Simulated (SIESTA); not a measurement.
Runs of SIESTA 5.4.2 on SnSe. The structure is orthorhombic, space group Pnma (No. 62). Conventional cell: a = 11.420 Å, b = 4.190 Å, c = 4.460 Å, α = 90.00°, β = 90.00°, γ = 90.00°. Sn (site symmetry m) has 3 Se at 2.69 to 2.83 Å as nearest neighbours. Around Se (site symmetry m) lie 3 Sn at 2.69 to 2.83 Å. 

| task | level | potentials or basis | cell | optimiser | force tolerance | energy shift | gap on the mesh (eV) | pressure (GPa) | largest force (eV/Å) |
| --- | --- | --- | --- | --- | --- | --- | --- | --- | --- |
| band structure | PBE | PseudoDojo 0.4 standard (PBE files), TZTP (energy shift 0.01 Ry) | as given | - | - | 0.01 Ry | 0.55 | (a) | 0.59 |
| band structure | vdW-DF-C09 | PseudoDojo 0.4 standard (PBE files), DZP (energy shift 0.002 Ry) | as given | - | - | 0.002 Ry | 0.55 | 2.6 | (c) |
| band structure | BP86 | PseudoDojo 0.4 standard (PBE files), DZP (energy shift 0.002 Ry) | as given | - | - | 0.002 Ry | (b) | 5.4 | 0.79 |
| band structure | AM05 | PseudoDojo 0.4 standard (PBEsol files), DZP (energy shift 0.002 Ry) | as given | - | - | 0.002 Ry | 0.52 | 2.2 | 0.67 |
| relaxation of cell and atoms | AM05 | PseudoDojo 0.4 standard (PBEsol files), DZP (energy shift 0.002 Ry) | relaxed | CG | 0.04 eV/Å | 0.002 Ry | 0.42 | 0.0 | 0.02 |
| band structure | PBE | SG15 1.2 NC or PseudoDojo by element (PBE files), DZP (energy shift 0.002 Ry) | as given | - | - | 0.002 Ry | (d) | 3.6 | 0.57 |

Alike in all rows: no spin polarisation; k mesh 3 × 6 × 6; smearing fermi-dirac 0.05 eV; grid cutoff 500 Ry.

Task: Fill in the values left out.

Result: (a) 3.4; (b) 0.59; (c) 0.76; (d) 0.54.

Caveats: semicore shells carry a single zeta, which can move pressures by several GPa and volumes by a few percent; spin-orbit coupling is left out, which moves the levels of the heavy elements; the basis of atomic orbitals isn't converged, which shifts pressures, moduli and gaps; the potentials were made for another functional, which shifts forces and pressure (some runs); an odd mesh through Γ misses points on the zone boundary, where band edges often lie (some runs).

A k mesh can miss the band edges, and the runs leave out spin-orbit coupling on Se, Sn.

The runs don't all hold the same shells in valence.
